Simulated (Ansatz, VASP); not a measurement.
Given: the input of a run of Ansatz 0.2.0 on GaAs.

Contents of input.yaml:

```yaml
crystal:
  lattice:
    - [0.0, 2.82685, 2.82685]
    - [2.82685, 0.0, 2.82685]
    - [2.82685, 2.82685, 0.0]
  atoms:
    - { symbol: As, position: [0.75, 0.75, 0.75] }
    - { symbol: Ga, position: [0.0, 0.0, 0.0] }
hamiltonian:
  xc: r2scan
  pseudopotentials: { kind: paw }
kpoints:
  mp_grid: { grid: [6, 6, 6] }
  band_path:
    path:
      - [[0.0, 0.0, 0.0], [0.5, 0.0, 0.5], [0.5, 0.25, 0.75], [0.375, 0.375, 0.75], [0.0, 0.0, 0.0], [0.5, 0.5, 0.5], [0.625, 0.25, 0.625], [0.5, 0.25, 0.75], [0.5, 0.5, 0.5], [0.375, 0.375, 0.75]]
      - [[0.625, 0.25, 0.625], [0.5, 0.0, 0.5]]
    npoints: 14
scf:
  occupations: { method: fermi_dirac, width: 0.05 }
  n_extra_bands: 6
output:
  forces: true
  stress: true
  eigenvalues: true
  fatbands: true
```

Potentials or basis: Ansatz PAW.

The run is started by

```sh
$ ansatz run input.yaml --threads 2 --pin off --max-ram 5632MiB --backend cpu --events-out ev --progress --plain --runs-dir out
```

Question: Translate it to VASP 6.6.1. Potentials there: VASP PAW PBE potentials, release 64 (As, Ga_d).

Answer: As run (the cutoff follows the program's own potentials):

The input INCAR:

```
SYSTEM = GaAs
  PREC = Accurate
  ENCUT = 520
  EDIFF = 1E-6
  ISMEAR = -1
  SIGMA = 0.05
  LREAL = .FALSE.
  LASPH = .TRUE.
  NELM = 100
  ALGO = Normal
  ISIF = 2
  LWAVE = .FALSE.
  LCHARG = .FALSE.
  METAGGA = R2SCAN
  LMIXTAU = .TRUE.
  NBANDS = 16
```

KPOINTS

```
regular mesh
0
G
  6 6 6
  0 0 0
```

Contents of POSCAR:

```
GaAs
1.0
    0.0000000000      2.8268500000      2.8268500000
    2.8268500000      0.0000000000      2.8268500000
    2.8268500000      2.8268500000      0.0000000000
As Ga
1 1
Direct
    0.7500000000      0.7500000000      0.7500000000
    0.0000000000      0.0000000000      0.0000000000
```

Contents of KPOINTS_OPT:

```
path GXWKGLUWLK,UX
20
line-mode
reciprocal
 0.0000000000  0.0000000000  0.0000000000  G
 0.5000000000  0.0000000000  0.5000000000  X

 0.5000000000  0.0000000000  0.5000000000  X
 0.5000000000  0.2500000000  0.7500000000  W

 0.5000000000  0.2500000000  0.7500000000  W
 0.3750000000  0.3750000000  0.7500000000  K

 0.3750000000  0.3750000000  0.7500000000  K
 0.0000000000  0.0000000000  0.0000000000  G

 0.0000000000  0.0000000000  0.0000000000  G
 0.5000000000  0.5000000000  0.5000000000  L

 0.5000000000  0.5000000000  0.5000000000  L
 0.6250000000  0.2500000000  0.6250000000  U

 0.6250000000  0.2500000000  0.6250000000  U
 0.5000000000  0.2500000000  0.7500000000  W

 0.5000000000  0.2500000000  0.7500000000  W
 0.5000000000  0.5000000000  0.5000000000  L

 0.5000000000  0.5000000000  0.5000000000  L
 0.3750000000  0.3750000000  0.7500000000  K

 0.6250000000  0.2500000000  0.6250000000  U
 0.5000000000  0.0000000000  0.5000000000  X
```

Potentials or basis: VASP PAW PBE potentials, release 64 (As, Ga_d).

Run with:

```bash
$ cat potpaw_PBE.64/As/POTCAR potpaw_PBE.64/Ga_d/POTCAR > POTCAR
$ mpirun -np 1 vasp_std > vasp.out
```

Both were run:

|  | VASP | Ansatz | Ansatz less VASP |
| --- | --- | --- | --- |
| gap on the k mesh at the Fermi level (eV) | 1.00 | 1.01 | +0.019 |
| least direct gap on the mesh (eV) | 1.00 | 1.01 | +0.019 |
| gap along the band path (eV) | 1.00 | 1.01 | +0.020 |
| pressure (GPa) | 0.6 | 0.5 | -0.11 |

With one functional, cell and mesh, what is left measures potentials, basis and numerics. The two sets of potentials don't hold the same shells in valence.

Caveats: the PAW data sets were made with another functional, which shifts forces and pressure a little (VASP); the PAW data sets come from PBE, with cores solved anew for the run's functional, which leaves a small shift of forces and pressure (Ansatz). r2SCAN opens gaps a little over a GGA but as a rule still falls short of measured ones.
